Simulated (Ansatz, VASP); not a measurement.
# Nb: VASP beside Ansatz

```xyz
1
Lattice="-1.6231 1.6231 1.6231 1.6231 -1.6231 1.6231 1.6231 1.6231 -1.6231" Properties=species:S:1:pos:R:3 pbc="T T T"
Nb    0.0000    0.0000    0.0000
```

Alike in both runs: task single point; functional LDA; k mesh 14 × 14 × 14; occupations fermi-dirac, width 0.6 eV; no spin polarisation.

```csv
,VASP,Ansatz
version,VASP 6.6.1,Ansatz 0.2.0
potentials or method,"VASP PAW LDA potentials, release 64 (Nb_sv)","plane waves (420 eV) with PAW, scalar-relativistic"
plane-wave cutoff (eV),520,420
valence electrons in the cell,13,13
```

```csv
,VASP,Ansatz,Ansatz less VASP
pressure (GPa),6.9,7.0,+0.16
```

Ansatz warned: «pseudo_functional_mismatch».
